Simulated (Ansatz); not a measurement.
Crystal: Sb.

```
Sb
1.0
     3.35453    0.00000    0.00000
    -1.67727    2.90511    0.00000
     0.00000    0.00000    5.47016
Sb
2
Direct
  0.66667 0.33333 0.75000
  0.33333 0.66667 0.25000
```

This isn't the form of Sb at room conditions, which is rhombohedral.

Below is the output of Ansatz 0.2.0 for this cell. Logs are shortened: lines on timing, memory, paths and dates and some standing lists are left out, and cuts for length are marked.

```text
Warning: RAYON_NUM_THREADS=2 ignored (pool sized by the plan → 2); use --threads N
zone centre: on kpoints.mp_grid the ground state, and the responses unless they are solved on pairs of k-points, stand on 48 of the mesh's 196 k-points, reduced under 4 symmetry operations, with k and −k counted as one. Each operation leaves every solved displacement unchanged or reverses it
Engine: ansatz 0.2.0, x86_64-unknown-linux-gnu
Pseudopotentials: kind: paw
Pseudopotential: Sb, paw, valence charge 15, recommended cutoff 420 eV (normal), Sb.paw.azcp
Functional definition: PBE
  parameter kappa = 0.804
  parameter beta = 0.06672455060314922
  exchange = pbe_x(kappa = kappa, mu = beta*pi^2/3)
  correlation = pbe_c(beta = beta)
Crystal: 2 atoms, lattice volume = 53.308 Å³
Basis set: ecut = 420 eV, 1087 PW (Γ), exchange–correlation on 48×48×80 points (8 copies of the dense FFT grid, shifted against one another)
Bands: 19, of which v1, the nominal top of the filled ones, is band 15 counted from 1 (14 counted from 0)
Symmetry: 24 space group operations
k-points: 48 of 196 (irreducible under 4 space group operations, time reversal used)
Non-local potential: Sb, projectors of the file, l = 0: 2, l = 1: 2, l = 2: 2, l = 3: 2
PAW form: soft (Blöchl's): semilocal exchange-correlation on the pseudo side does not see the compensation charge
PAW one-centre angular grid: Sb, 590 points (default); XC on 64 Gauss nodes
Initial density: superposition of atomic densities (neutral atoms: chi_scale 0, normalization atom), corrected by the library's trained network
Initial wavefunctions: pseudopotential atomic-orbital guess
Functional: x = pbe(κ = 0.804, μ = 0.2195149727645171), c = pbe(β = 0.06672455060314922)
SCF iter   1: F=—  HF=-12968.410571 eV  |F-HF|=—  |Δ(HF+E_count)|=         —  Δρ=1.66e-3  dr2=1.37e-3  ethr=1.77e-3  ⟨swp⟩=5.9  Hψ=4544  notcnv=0
preconditioner: auto → Kerker (q_TF=auto, 2.479 Å⁻¹)  [metal: Δε(μ)=0.070 eV  Ē_g=8.586 eV  σ=0.050 eV  W_gap=0.32  n_scr=22 (ndim 8)  ℏωp=16.1 eV  f_vac=0.000  D(μ)=1.62/eV (n_scr^D=10)]
SCF iter   2: F=—  HF=-12968.409383 eV  |F-HF|=—  |Δ(HF+E_count)|=   1.19e-3  Δρ=1.09e-3  dr2=6.13e-4  ethr=4.56e-6  ⟨swp⟩=2.0  Hψ=1887  notcnv=0
SCF iter   3: F=—  HF=-12968.409457 eV  |F-HF|=—  |Δ(HF+E_count)|=   7.48e-5  Δρ=4.20e-4  dr2=9.84e-5  ethr=2.04e-6  ⟨swp⟩=2.7  Hψ=1546  notcnv=0
SCF iter   4: F=—  HF=-12968.409461 eV  |F-HF|=—  |Δ(HF+E_count)|=   3.36e-6  Δρ=2.01e-4  dr2=1.03e-5  ethr=3.28e-7  ⟨swp⟩=2.0  Hψ=1137  notcnv=0
SCF iter   5: F=—  HF=-12968.409456 eV  |F-HF|=—  |Δ(HF+E_count)|=   5.02e-6  Δρ=1.77e-5  dr2=1.48e-7  ethr=3.44e-8  ⟨swp⟩=2.0  Hψ=1619  notcnv=0
SCF iter   6: F=—  HF=-12968.409456 eV  |F-HF|=—  |Δ(HF+E_count)|=   3.78e-7  Δρ=9.83e-6  dr2=2.55e-8  ethr=4.92e-10  ⟨swp⟩=2.9  Hψ=1675  notcnv=0
SCF iter   7: F=—  HF=-12968.409456 eV  |F-HF|=—  |Δ(HF+E_count)|=   1.31e-8  Δρ=3.42e-6  dr2=3.35e-9  ethr=8.51e-11  ⟨swp⟩=2.1  Hψ=1481  notcnv=0
SCF iter   8: F=—  HF=-12968.409456 eV  |F-HF|=—  |Δ(HF+E_count)|=   2.08e-9  Δρ=5.15e-7  dr2=8.78e-11  ethr=1.12e-11  ⟨swp⟩=2.0  Hψ=1614  notcnv=0
SCF iter   9: F=-12968.409456 eV  HF=-12968.409456 eV  |F-HF|=0.00e0  |Δ(HF+E_count)|=  3.46e-11  Δρ=8.97e-8  dr2=2.23e-12  ethr=1.00e-12  ⟨swp⟩=6.9  Hψ=4475  notcnv=0
SCF 1 converged in 9 iterations: F = -12968.409456 eV  dr2 = 2.23e-12
  greatest PAW one-centre occupation: 0.996 electrons in one spin orbital (limit 2), on the Sb atom at site 1 (counted from 0), in its partial waves of l = 2
DFPT response loops at Γ: preconditioner auto → Kerker (q_TF=auto, 2.479 Å⁻¹) (partly filled bands, converged f_vac=0.000); β = 1.00, the filter's whole step (`scf.mixing.beta` (0.50) is not read by the response loops under this deck's `scf.mixing.preconditioner`; to damp them name `kerker` or `kerker_dos`, under which they read `scf.mixing.beta`, and type it under 1.00, their step now; both keys bind the ground state too); Broyden in place of MSR1
SCF converged after 9 iterations
Free energy (F): -12968.409456 eV
Harris-Foulkes:  -12968.409456 eV  (|F-HF|=0.00e0)
Internal energy: -12968.396681 eV  (E = F + TS)
E sigma→0 (E₀):  -12968.403068 eV
Entropy (-TS):   -0.012775 eV (-6.388 meV/atom)
Fermi energy:    11.711636 eV
--- Per-component energies (eV) ---
  E_band       = -284.007230
  E_kinetic    = 413.465051
  E_local      = -2850.184915  (includes V_loc(G=0)·N_el)
  E_nonlocal   = 722.851001
  E_hartree    = 1304.068121
  E_xc         = -277.305933
  E_vxc        = -193.002025  (∫ρ·V_xc dr)
  E_paw        = -9148.715433  (= ΣΔE_a)
  E_vpaw       = -985.272540  (= ΣTr[D̂ρ^β])
  E_aug_tail   = -0.000003  (compensation charges beyond the density's cutoff)
  E_ewald      = -3132.574569
  E_smearing   = -0.012775  (= −TS)
  E_closure    = -0.000000  (closes the sum)
  Σ components = -12968.409456   (vs F -12968.409456, Δ=0.00e0)
--- Band table (eV; the first three rows and the last of 48) ---
  k-point 0: bands = ["-17.4911", "-17.4818", "-17.4671", "-17.4671", "-17.4627", "-17.4627", "-17.4626", "-17.4626", "-17.4109", "-17.4109", "-1.1621", "2.6801", "5.9631", "15.4531", "15.4531", "17.1079", "17.1079", "17.3415", "19.7013"]
  k-point 1: bands = ["-17.4895", "-17.4829", "-17.4746", "-17.4746", "-17.4667", "-17.4667", "-17.4469", "-17.4469", "-17.4151", "-17.4151", "-0.8487", "1.5288", "7.7457", "14.8140", "15.6829", "15.6829", "16.8742", "16.8742", "19.9354"]
  k-point 2: bands = ["-17.4860", "-17.4860", "-17.4736", "-17.4736", "-17.4736", "-17.4736", "-17.4280", "-17.4280", "-17.4280", "-17.4280", "0.0788", "0.0788", "11.0457", "11.0457", "16.2697", "16.2697", "16.2697", "16.2697", "20.6428"]
  k-point 47: bands = ["-17.4942", "-17.4942", "-17.4639", "-17.4639", "-17.4491", "-17.4491", "-17.4239", "-17.4239", "-17.3997", "-17.3997", "2.4392", "2.4392", "8.4131", "8.4131", "11.5390", "11.5390", "13.7391", "13.7391", "19.4782"]
--- Phonons (Γ-DFPT): 2 representative perturbations + reference, on 48 of 196 k-points (Σ response iterations 6) ---
  k mesh reduced under 4 symmetry operations, with k and −k counted as one. Each operation leaves every solved displacement unchanged or reverses it
  ASR residual: 6.528e-5 → 0.000e0 eV/Å²; symmetrization residual: 2.746e-12 eV/Å²
  ASR residual per site (eV/Å²): 6.53e-5 6.53e-5
  Γ frequencies (cm⁻¹): -84.45 -84.45 0.00 0.00 0.00 81.81
  non-analytic LO–TO correction: not included (Born effective charges unavailable; polar crystals: no LO–TO splitting at Γ)
```

**Question.** Write the input and the command behind it.

**Answer.** Phonons with PBE, no spin polarisation. The files as run (others can give the same):

input.yaml
```yaml
crystal:
  lattice:
    - [3.3545324186, 0.0, 0.0]
    - [-1.6772662093, 2.9051102923, 0.0]
    - [0.0, 0.0, 5.47016065]
  atoms:
    - { symbol: Sb, position: [0.6666666667, 0.3333333333, 0.75] }
    - { symbol: Sb, position: [0.3333333333, 0.6666666667, 0.25] }
hamiltonian:
  xc: pbe
  pseudopotentials: { kind: paw }
kpoints:
  mp_grid: { grid: [7, 7, 4] }
scf:
  occupations: { method: fermi_dirac, width: 0.05 }
phonons:
  method: dfpt
```

Potentials or basis: Ansatz PAW.
Command:
```console
$ ansatz run input.yaml --threads 2 --pin off --max-ram 5632MiB --backend cpu --events-out ev --progress --plain --runs-dir out
```

Caveat: some modes are imaginary.
